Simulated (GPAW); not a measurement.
Write an ASE script for GPAW 26.7.0 that does the following.

| Quantity | Value |
| --- | --- |
| Task | single point |
| Functional | LDA |
| Potentials or basis | the program's PAW data sets (release 1.2.1) made for this functional |
| Cutoff | 450 eV |
| Basis | pw |
| k mesh | 10 × 10 × 10 |
| Occupations | fermi-dirac, width 0.05 eV |
| Spin | no spin polarisation |
| Maxiter | 120 |
| Convergence | default |

Crystal: Sb.

```xyz
1
Lattice="-1.5765 1.5765 2.7119 1.5765 -1.5765 2.7119 1.5765 1.5765 -2.7119" Properties=species:S:1:pos:R:3 pbc="T T T"
Sb    0.0000    0.0000    0.0000
```

This isn't the form of Sb at room conditions, which is rhombohedral.

These files were run (other wordings do the same):

run.py

```python
from ase import Atoms
from ase.dft.bandgap import bandgap
from ase.io import write
from ase.units import GPa
from gpaw import GPAW, PW

atoms = Atoms(['Sb'],
              cell=[[-1.5765401831, 1.5765401831, 2.7119384313],
                    [1.5765401831, -1.5765401831, 2.7119384313],
                    [1.5765401831, 1.5765401831, -2.7119384313]],
              scaled_positions=[[0.0, 0.0, 0.0]],
              pbc=True)

calc = GPAW(mode=PW(450),
            xc='LDA',
            kpts={'size': (10, 10, 10), 'gamma': True},
            occupations={'name': 'fermi-dirac', 'width': 0.05},
            nbands=15,
            maxiter=120,
            txt='gpaw.txt')
atoms.calc = calc
energy = atoms.get_potential_energy()
forces = atoms.get_forces()
stress = atoms.get_stress()
calc.write('gs.gpw')
write('result.traj', atoms)
print(f'Energy: {energy:.6f} eV')
print('Forces (eV/A):')
print(forces.round(4))
print('Stress (GPa):', (stress / GPa).round(3))
print('Fermi level:', round(calc.get_fermi_level(), 4), 'eV')
print(f'Gap: {bandgap(calc)[0]:.4f} eV, direct: {bandgap(calc, direct=True)[0]:.4f} eV')
```

Potentials or basis: the program's PAW data sets (release 1.2.1) made for this functional, pw.

Run with:

```console
$ OMP_NUM_THREADS=1 python run.py
```

Results of the run:

```yaml
Pressure: -4.5 GPa
Band_gap_on_the_k_mesh: none (metal or under the smearing width)
```

Caveat: the cutoff is short for stress and forces, so pressures can be off by a GPa or more.

Wall time 20 s on 1 thread of Arm Neoverse V1, on a shared host, peak memory 0.14 GiB.
